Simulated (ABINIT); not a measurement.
A run of ABINIT 10.8.3 (patched build) is set up as follows.

run.abi

```
# Pseudopotentials
pp_dirpath "./"
pseudos "N.upf, B.upf"

# Structure
acell 3*1.0
rprim
     2.3642775188     1.3650162619     6.3739222586
    -2.3642775188     1.3650162619     6.3739222586
     0.0000000000    -2.7300325238     6.3739222586
ntypat 2
znucl 7 5
natom 2
typat 1 2
xcart
     0.0000000000     0.0000000000    12.7587732442
     0.0000000000     0.0000000000     0.0062872369

# Plane-wave basis
ecut 35.0

# k points
kptopt 1
ngkpt 9 9 9
nshiftk 1
shiftk 0.0 0.0 0.0

# Exchange and correlation
ixc 11

# Bands and occupations
nband 8
occopt 3
tsmear 0.05 eV

# SCF cycle
nstep 100
tolvrs 1.0e-10

# Output
iomode 3
prtwf 0
prteig 0
prtebands 0
prtden 1
prtvha 1
prtvclmb 1
prtpot 1
prtelf 1
```

Potentials or basis: PseudoDojo NC SR PBE v0.4.1 standard.

Command:

```sh
$ abinit run.abi > log 2>&1
```

**Question.** Predict the pressure.

**Answer.** 2.4 GPa.

**Question.** Predict the largest force.

**Answer.** 0.004 eV/Å.

**Question.** What does it give for the band gap on the k mesh?

**Answer.** 4.41 eV, indirect (least direct gap 4.72 eV).

Stress tensor (GPa, compression positive):
```
2.78 0.00 0.00
0.00 2.78 0.00
0.00 0.00 1.53
```

Caveat: an odd mesh through Γ misses points on the zone boundary, where band edges often lie.
